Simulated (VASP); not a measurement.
# Si (Fd-3m) in VASP: a series of runs

One crystal, Si, is run at these levels: PBE; tasks: band structure.

Everything below comes from runs of VASP 6.6.1. Logs are shortened: lines on timing, memory, paths and dates and some standing lists are left out, and cuts for length are marked.

## Step 1: The crystal as given

Symmetry: Fd-3m, No. 227, cubic system. The conventional cell has a = 5.444 Å, b = 5.444 Å, c = 5.444 Å, α = 90.00°, β = 90.00°, γ = 90.00°. Si (site symmetry -43m) is surrounded by 4 Si at 2.36 Å.

## Step 2: Band structure, PBE

The input, POSCAR:

```
Si
1.0
    0.0000000000      2.7218511865      2.7218511865
    2.7218511865      0.0000000000      2.7218511865
    2.7218511865      2.7218511865      0.0000000000
Si
2
Direct
    0.5000000000      0.5000000000      0.5000000000
    0.7500000000      0.7500000000      0.7500000000
```

The input, INCAR.step1:

```
ALGO     = Fast           # electronic algorithm
EDIFF    = 1E-6           # SCF threshold, eV
ENCUT    = 500            # plane-wave cutoff, eV
GGA      = PE             # functional
ISIF     = 2              # what is computed and relaxed
ISMEAR   = -1             # smearing method
LASPH    = True           # aspherical terms in the spheres
LCHARG   = True           # write CHGCAR
LREAL    = False          # projectors in reciprocal space
LWAVE    = False          # write WAVECAR
NBANDS   = 11             # bands
NELM     = 60             # most SCF steps
PREC     = Accurate       # precision mode
SIGMA    = 0.05           # smearing width, eV
```

The input, KPOINTS.step1:

```
k-points
0
Gamma
  8 8 8
```

The input, INCAR.step2:

```
ALGO     = Fast           # electronic algorithm
EDIFF    = 1E-6           # SCF threshold, eV
ENCUT    = 500            # plane-wave cutoff, eV
GGA      = PE             # functional
ICHARG   = 11             # starting density
ISIF     = 2              # what is computed and relaxed
ISMEAR   = 0              # smearing method
LASPH    = True           # aspherical terms in the spheres
LCHARG   = False          # write CHGCAR
LREAL    = False          # projectors in reciprocal space
LWAVE    = False          # write WAVECAR
NBANDS   = 11             # bands
NELM     = 60             # most SCF steps
PREC     = Accurate       # precision mode
SIGMA    = 0.05           # smearing width, eV
```

The input, KPOINTS.step2:

```
path GXWKGLUWLK,UX
15
line-mode
reciprocal
 0.0000000000  0.0000000000  0.0000000000  G
 0.5000000000  0.0000000000  0.5000000000  X

 0.5000000000  0.0000000000  0.5000000000  X
 0.5000000000  0.2500000000  0.7500000000  W

 0.5000000000  0.2500000000  0.7500000000  W
 0.3750000000  0.3750000000  0.7500000000  K

 0.3750000000  0.3750000000  0.7500000000  K
 0.0000000000  0.0000000000  0.0000000000  G

 0.0000000000  0.0000000000  0.0000000000  G
 0.5000000000  0.5000000000  0.5000000000  L

 0.5000000000  0.5000000000  0.5000000000  L
 0.6250000000  0.2500000000  0.6250000000  U

 0.6250000000  0.2500000000  0.6250000000  U
 0.5000000000  0.2500000000  0.7500000000  W

 0.5000000000  0.2500000000  0.7500000000  W
 0.5000000000  0.5000000000  0.5000000000  L

 0.5000000000  0.5000000000  0.5000000000  L
 0.3750000000  0.3750000000  0.7500000000  K

 0.6250000000  0.2500000000  0.6250000000  U
 0.5000000000  0.0000000000  0.5000000000  X
```

Potentials or basis: VASP PAW PBE potentials, release 64 (Si).

The run is started by

```bash
$ cat potpaw_PBE.64/Si/POTCAR > POTCAR
$ cp INCAR.step1 INCAR
$ cp KPOINTS.step1 KPOINTS
$ mpirun -np 1 vasp_std > vasp.out
$ cp INCAR.step2 INCAR
$ cp KPOINTS.step2 KPOINTS
$ mpirun -np 1 vasp_std > vasp.out
```

OUTCAR:

```text
EDIFF = 1E-6
   ENCUT = 500
   GGA = PE
   ICHARG = 11
   ISIF = 2
   ISMEAR = 0
   LASPH = True
   LREAL = False
   NELM = 60
   PREC = Accurate

 ion  position               nearest neighbor table
   1  0.500  0.500  0.500-   2 2.36   2 2.36   2 2.36   2 2.36
   2  0.750  0.750  0.750-   1 2.36   1 2.36   1 2.36   1 2.36

  LATTYP: Found a face centered cubic cell.
 ALAT       =     5.4437023730

  Lattice vectors:

 A1 = (   0.0000000000,   2.7218511865,   2.7218511865)
 A2 = (   2.7218511865,   0.0000000000,   2.7218511865)
 A3 = (   2.7218511865,   2.7218511865,   0.0000000000)

Analysis of symmetry for initial positions (statically):
=====================================================================
 Subroutine PRICEL returns:
 Original cell was already a primitive cell.

 Routine SETGRP: Setting up the symmetry group for a
 face centered cubic supercell.

 Subroutine GETGRP returns: Found 48 space group operations
 (whereof 24 operations were pure point group operations)
 out of a pool of 48 trial point group operations.

The static configuration has the point symmetry T_d .
 The point group associated with its full space group is O_h .

Analysis of symmetry for dynamics (positions and initial velocities):
=====================================================================
 Subroutine PRICEL returns:
 Original cell was already a primitive cell.

 Routine SETGRP: Setting up the symmetry group for a
 face centered cubic supercell.

 Subroutine GETGRP returns: Found 48 space group operations
 (whereof 24 operations were pure point group operations)
 out of a pool of 48 trial point group operations.

The dynamic configuration has the point symmetry T_d .
 The point group associated with its full space group is O_h .

 Subroutine INISYM returns: Found 48 space group operations
 (whereof 24 operations are pure point group operations),
 and found     1 'primitive' translations

----------------------------------------------------------------------------------------

                                     Primitive cell

  volume of cell :      40.3295

  direct lattice vectors                    reciprocal lattice vectors
     0.000000000  2.721851186  2.721851186    -0.183698507  0.183698507  0.183698507
     2.721851186  0.000000000  2.721851186     0.183698507 -0.183698507  0.183698507
     2.721851186  2.721851186  0.000000000     0.183698507  0.183698507 -0.183698507

  length of vectors
     3.849278863  3.849278863  3.849278863     0.318175148  0.318175148  0.318175148

  position of ions in fractional coordinates (direct lattice)
     0.500000000  0.500000000  0.500000000
     0.750000000  0.750000000  0.750000000

  ion indices of the primitive-cell ions
   primitive index   ion index
                 1           1
                 2           2

----------------------------------------------------------------------------------------

 KPOINTS: path GXWKGLUWLK,UX

Interpolating k-points between supplied coordinates.

 Line segments in fractional coordinates (reciprocal lattice):
    0.000000  0.000000  0.000000  ...  0.500000  0.000000  0.500000
    0.500000  0.000000  0.500000  ...  0.500000  0.250000  0.750000
    0.500000  0.250000  0.750000  ...  0.375000  0.375000  0.750000
    0.375000  0.375000  0.750000  ...  0.000000  0.000000  0.000000
    0.000000  0.000000  0.000000  ...  0.500000  0.500000  0.500000
    0.500000  0.500000  0.500000  ...  0.625000  0.250000  0.625000
    0.625000  0.250000  0.625000  ...  0.500000  0.250000  0.750000
    0.500000  0.250000  0.750000  ...  0.500000  0.500000  0.500000
    0.500000  0.500000  0.500000  ...  0.375000  0.375000  0.750000
    0.625000  0.250000  0.625000  ...  0.500000  0.000000  0.500000

 Generated    15 points on each line segment, for a total of    150 k-points:

 Following reciprocal coordinates:
            Coordinates               Weight
  0.000000  0.000000  0.000000      0.006667
  0.035714  0.000000  0.035714      0.006667
  0.071429  0.000000  0.071429      0.006667
  0.107143  0.000000  0.107143      0.006667
  0.142857  0.000000  0.142857      0.006667
  0.178571  0.000000  0.178571      0.006667
[... 16 lines left out ...]
  0.500000  0.125000  0.625000      0.006667
  0.500000  0.142857  0.642857      0.006667
 [... further k-points ...]
   k-points           NKPTS =    150   k-points in BZ     NKDIM =    150   number of bands    NBANDS=     11
   number of dos      NEDOS =    301   number of ions     NIONS =      2
   total plane-waves  NPLWV =  21952
   dimension x,y,z NGX =    28 NGY =   28 NGZ =   28
   dimension x,y,z NGXF=    56 NGYF=   56 NGZF=   56
   ions per type =               2
   NGX,Y,Z   is equivalent  to a cutoff of  12.09, 12.09, 12.09 a.u.
   NGXF,Y,Z  is equivalent  to a cutoff of  24.19, 24.19, 24.19 a.u.
 SYSTEM =  unknown system
   PREC   = accura    normal or accurate (medium, high low for compatibility)
   ISTART =      0    job   : 0-new  1-cont  2-samecut
   ICHARG =     11    charge: 1-file 2-atom 10-const
   ISPIN  =      1    spin polarized calculation?
   LNONCOLLINEAR =      F non collinear calculations
   LSORBIT =      F    spin-orbit coupling
   LASPH  =      T    aspherical Exc in radial PAW
   ENCUT  =  500.0 eV  36.75 Ry    6.06 a.u.   7.02  7.02  7.02*2*pi/ulx,y,z
   NELM   =     60;   NELMIN=  2; NELMDL=  0     # of ELM steps
   EDIFF  = 0.1E-05   stopping-criterion for ELM
   LREAL  =      F    real-space projection
   EDIFFG = 0.1E-04   stopping-criterion for IOM
   NSW    =      0    number of steps for IOM
   IBRION =     -1    ionic relax: 0-MD 1-quasi-New 2-CG
   NFREE  =      0    steps in history (QN), initial steepest desc. (CG)
   ISIF   =      2    stress and relaxation
   ISYM   =      2    0-nonsym 1-usesym 2-fastsym
   POTIM  = 0.5000    time-step for ionic-motion
   TEBEG  =    0.0;   TEEND  =   0.0 temperature during run
   PSTRESS=    0.0 pullay stress
   NELECT =       8.0000    total number of electrons
   NUPDOWN=      -1.0000    fix difference up-down
   EMIN   =  10.00;   EMAX   =-10.00  energy-range for DOS
   EFERMI =   0.00;   METHOD = LEGACY
   ISMEAR =     0;   SIGMA  =   0.05  broadening in eV -4-tet -1-fermi 0-gaus
   EFERMI_NEDOS =   21; number of points for ismear=-14 and -15
   IALGO  =     68    algorithm
   IMIX   =      4    mixing-type and parameters
     AMIX     =   0.40;   BMIX     =  1.00
     AMIX_MAG =   1.60;   BMIX_MAG =  1.00
  volume/ion in A,a.u.               =      20.16       136.08
  Fermi-wavevector in a.u.,A,eV,Ry     =   0.954766  1.804247 12.402783  0.911579
  Thomas-Fermi vector in A             =   2.083543
   LORBIT       =      0    0 simple, 1 ext, 2 COOP (PROOUT), +10 PAW based schemes
   GGA     = PE    functional components
   LHFCALC =     F    Hartree Fock is set to
   AEXX    =    0.0000 exact exchange contribution
   IVDW    =     0    specifies the selected vdW correction
   LEPSILON=     F    determine dielectric tensor
   LRPA    =     F    only Hartree local field effects (RPA)
 non-spin polarized calculation
 RMM-DIIS sequential band-by-band and
 Gauss-broadening in eV      SIGMA  =   0.05
  energy-cutoff  :      500.00
  volume of cell :       40.33
 maximum number of plane-waves:      1039
 NGX is ok and might be reduce to    28

 number of electron       8.0000001 magnetization

 Free energy of the ion-electron system (eV)
  ---------------------------------------------------
  ext. energy  EPLUGINS =         0.00000000
  ---------------------------------------------------
  free energy    TOTEN  =       -11.02462053 eV

  energy without entropy =      -11.02462053  energy(sigma->0) =      -11.02462053

 E-fermi :   6.0236     XC(G=0):  -9.3803

 val. band max:        5.7545267748   @ k =   0.0000   0.0000   0.0000
 cond. band min:       6.3411823316   @ k =   0.4286   0.0000   0.4286
 fundamental gap:      0.5866555569
 Fermi energy:         6.0236412602

 k-point     1 :       0.0000    0.0000    0.0000
  band No.  band energies     occupation
      1      -6.1538      2.00000
      2       5.7545      2.00000
      3       5.7545      2.00000
      4       5.7545      2.00000
      5       8.3169      0.00000
      6       8.3169      0.00000
      7       8.3169      0.00000
      8       9.0458      0.00000
      9      13.4704      0.00000
     10      13.4704      0.00000
     11      13.6863      0.00000

 k-point     2 :       0.0357    0.0000    0.0357
  band No.  band energies     occupation
      1      -6.1316      2.00000
      2       5.6046      2.00000
      3       5.6621      2.00000
      4       5.6621      2.00000
      5       8.2624      0.00000
      6       8.4367      0.00000
      7       8.4367      0.00000
      8       9.1919      0.00000
      9      13.2950      0.00000
     10      13.4950      0.00000
     11      13.7847      0.00000

 k-point     3 :       0.0714    0.0000    0.0714
  band No.  band energies     occupation
      1      -6.0651      2.00000
      2       5.2186      2.00000
      3       5.4264      2.00000
      4       5.4264      2.00000
      5       8.1113      0.00000
      6       8.7541      0.00000
      7       8.7541      0.00000
      8       9.5518      0.00000
      9      12.8709      0.00000
     10      13.5688      0.00000
     11      14.0672      0.00000
[... 267 lines left out ...]
 k-point    23 :       0.5000    0.1250    0.6250
  band No.  band energies     occupation
      1      -1.9590      2.00000
      2      -1.9590      2.00000
      3       2.3666      2.00000
      4       2.3666      2.00000
      5       7.7309      0.00000
      6       7.7309      0.00000
      7      13.5695      0.00000
      8      13.5695      0.00000
      9      16.2891      0.00000
     10      16.2891      0.00000
     11      18.5816      0.00000

 k-point    24 :       0.5000    0.1429    0.6429
  band No.  band energies     occupation
      1      -1.9410      2.00000
      2      -1.9410      2.00000
      3       2.2633      2.00000
      4       2.2633      2.00000
      5       8.0494      0.00000
      6       8.0494      0.00000
      7      13.1064      0.00000
      8      13.1064      0.00000
      9      16.2867      0.00000
     10      16.2868      0.00000
     11      18.6145      0.00000

 [... further k-points ...]

------------------------ aborting loop because EDIFF is reached ----------------------------------------

  FORCE on cell =-STRESS in cart. coord.  units (eV):
  Direction    XX          YY          ZZ          XY          YZ          ZX
  --------------------------------------------------------------------------------------
  -------------------------------------------------------------------------------------
  Total        0.1034652      0.1034652      0.1034652     -0.0000000      0.0000000      0.0000000
  in kB        4.1103797      4.1103797      4.1103797     -0.0000000      0.0000000      0.0000000
  external PRESSURE =       4.1103797 kB  Pullay stress =       0.0000000 kB

 VOLUME and BASIS-vectors are now :
 -----------------------------------------------------------------------------
  energy-cutoff  :      500.00
  volume of cell :       40.33
      direct lattice vectors                 reciprocal lattice vectors
     0.000000000  2.721851186  2.721851186    -0.183698507  0.183698507  0.183698507
     2.721851186  0.000000000  2.721851186     0.183698507 -0.183698507  0.183698507
     2.721851186  2.721851186  0.000000000     0.183698507  0.183698507 -0.183698507

 POSITION                                       TOTAL-FORCE (eV/Angst)
 -----------------------------------------------------------------------------------
      2.72185      2.72185      2.72185        -0.000000     -0.000000      0.000000
      4.08278      4.08278      4.08278         0.000000      0.000000     -0.000000
 -----------------------------------------------------------------------------------
    total drift:                                0.000000      0.000000     -0.000000

  FREE ENERGIE OF THE ION-ELECTRON SYSTEM (eV)
  ---------------------------------------------------
  free  energy   TOTEN  =       -11.0246205296 eV

  energy  without entropy=      -11.0246205296  energy(sigma->0) =      -11.02462053
```

Run time: 15 s. Hardware: 1 thread of Intel Xeon 6975P-C (Granite Rapids), shared host; peak memory 0.17 GiB.

What came out:

| Item | Value |
| --- | --- |
| Band gap on the k mesh | 0.63 eV, indirect (least direct gap 2.56 eV) |
| Band gap along the path | 0.59 eV, indirect (least direct gap 2.56 eV) |

Levels at the corners of the path, in eV from the valence-band top:
```
point  band 2  band 3  band 4  band 5  band 6  band 7
    Γ    0.00    0.00    0.00    2.56    2.56    2.56
    X   -7.79   -2.83   -2.83    0.72    0.72   10.05
    X   -7.79   -2.83   -2.83    0.72    0.72   10.05
    W   -7.63   -3.82   -3.82    4.27    4.27    4.98
    W   -7.63   -3.82   -3.82    4.27    4.27    4.98
    K   -7.20   -4.26   -2.41    1.21    4.12    7.44
    K   -7.20   -4.26   -2.41    1.21    4.12    7.44
    Γ    0.00    0.00    0.00    2.56    2.56    2.56
    Γ    0.00    0.00    0.00    2.56    2.56    2.56
    L   -6.93   -1.19   -1.19    1.52    3.34    3.34
    L   -6.93   -1.19   -1.19    1.52    3.34    3.34
    U   -7.20   -4.26   -2.41    1.21    4.12    7.44
    U   -7.20   -4.26   -2.41    1.21    4.12    7.44
    W   -7.63   -3.82   -3.82    4.27    4.27    4.98
    W   -7.63   -3.82   -3.82    4.27    4.27    4.98
    L   -6.93   -1.19   -1.19    1.52    3.34    3.34
    L   -6.93   -1.19   -1.19    1.52    3.34    3.34
    K   -7.20   -4.26   -2.41    1.21    4.12    7.44
    U   -7.20   -4.26   -2.41    1.21    4.12    7.44
    X   -7.79   -2.83   -2.83    0.72    0.72   10.05
```

Caveat: the log is that of the step along the path at fixed density, whose energy, stress, charges and moments have no meaning.

## Step 3: Band structure, PBE

The input, INCAR:

```
ALGO     = Fast           # electronic algorithm
EDIFF    = 1E-6           # SCF threshold, eV
ENCUT    = 520            # plane-wave cutoff, eV
GGA      = PE             # functional
ISIF     = 2              # what is computed and relaxed
ISMEAR   = -1             # smearing method
LASPH    = T              # aspherical terms in the spheres
LCHARG   = F              # write CHGCAR
LREAL    = F              # projectors in reciprocal space
LWAVE    = F              # write WAVECAR
NBANDS   = 11             # bands
NELM     = 100            # most SCF steps
PREC     = Accurate       # precision mode
SIGMA    = 0.05           # smearing width, eV
```

The input, KPOINTS:

```
k-points
0
Gamma
  8 8 8
```

POSCAR is that of step 2.

The input, KPOINTS_OPT:

```
path GXWKGLUWLK,UX
20
line-mode
reciprocal
 0.0000000000  0.0000000000  0.0000000000  G
 0.5000000000  0.0000000000  0.5000000000  X

 0.5000000000  0.0000000000  0.5000000000  X
 0.5000000000  0.2500000000  0.7500000000  W

 0.5000000000  0.2500000000  0.7500000000  W
 0.3750000000  0.3750000000  0.7500000000  K

 0.3750000000  0.3750000000  0.7500000000  K
 0.0000000000  0.0000000000  0.0000000000  G

 0.0000000000  0.0000000000  0.0000000000  G
 0.5000000000  0.5000000000  0.5000000000  L

 0.5000000000  0.5000000000  0.5000000000  L
 0.6250000000  0.2500000000  0.6250000000  U

 0.6250000000  0.2500000000  0.6250000000  U
 0.5000000000  0.2500000000  0.7500000000  W

 0.5000000000  0.2500000000  0.7500000000  W
 0.5000000000  0.5000000000  0.5000000000  L

 0.5000000000  0.5000000000  0.5000000000  L
 0.3750000000  0.3750000000  0.7500000000  K

 0.6250000000  0.2500000000  0.6250000000  U
 0.5000000000  0.0000000000  0.5000000000  X
```

Potentials or basis: VASP PAW PBE potentials, release 64 (Si).

The run is started by

```bash
$ cat potpaw_PBE.64/Si/POTCAR > POTCAR
$ mpirun -np 1 vasp_std > vasp.out
```

Run time: 24 s. Hardware: 1 thread of Intel Xeon 6975P-C (Granite Rapids), shared host; peak memory 0.16 GiB.

It converged, with:

| Item | Value |
| --- | --- |
| Free energy | -10.8439 eV |
| Pressure | 1.3 GPa |
| Band gap on the k mesh | 0.63 eV, indirect (least direct gap 2.56 eV) |
| Band gap along the path | 0.59 eV, indirect (least direct gap 2.56 eV) |

Levels at the corners of the path, in eV from the valence-band top:
```
point  band 2  band 3  band 4  band 5  band 6  band 7
    Γ    0.00    0.00    0.00    2.56    2.56    2.56
    X   -7.79   -2.83   -2.83    0.72    0.72   10.05
    X   -7.79   -2.83   -2.83    0.72    0.72   10.05
    W   -7.63   -3.82   -3.82    4.27    4.27    4.98
    W   -7.63   -3.82   -3.82    4.27    4.27    4.98
    K   -7.20   -4.26   -2.41    1.21    4.12    7.44
    K   -7.20   -4.26   -2.41    1.21    4.12    7.44
    Γ    0.00    0.00    0.00    2.56    2.56    2.56
    Γ    0.00    0.00    0.00    2.56    2.56    2.56
    L   -6.93   -1.19   -1.19    1.52    3.34    3.34
    L   -6.93   -1.19   -1.19    1.52    3.34    3.34
    U   -7.20   -4.26   -2.41    1.21    4.12    7.44
    U   -7.20   -4.26   -2.41    1.21    4.12    7.44
    W   -7.63   -3.82   -3.82    4.27    4.27    4.98
    W   -7.63   -3.82   -3.82    4.27    4.27    4.98
    L   -6.93   -1.19   -1.19    1.52    3.34    3.34
    L   -6.93   -1.19   -1.19    1.52    3.34    3.34
    K   -7.20   -4.26   -2.41    1.21    4.12    7.44
    U   -7.20   -4.26   -2.41    1.21    4.12    7.44
    X   -7.79   -2.83   -2.83    0.72    0.72   10.05
```

## Step 4: For comparison

An earlier run on the cell as given: functional PBE; potentials or basis VASP PAW PBE potentials, release 64 (Si); cutoff 520 eV; k mesh 8 × 8 × 8; occupations fermi-dirac, width 0.05 eV; no spin polarisation.

- Pressure: 1.3 GPa
- Band gap on the k mesh: 0.63 eV, indirect (least direct gap 2.56 eV)

## Step 5: The runs side by side

| task | cutoff (eV) | gap on the mesh (eV) | pressure (GPa) |
| --- | --- | --- | --- |
| band structure | 500 | 0.63 | - |
| band structure | 520 | 0.63 | 1.3 |
| single point | 520 | 0.63 | 1.3 |

Alike in all rows: level PBE; potentials or basis VASP PAW PBE potentials, release 64 (Si); no spin polarisation; cell as given; k mesh 8 × 8 × 8; smearing fermi-dirac 0.05 eV.

On the cell as given the gap runs from 0.59 eV (PBE) to 0.63 eV (PBE).

Absolute energies hang on the potentials; compare differences alone.
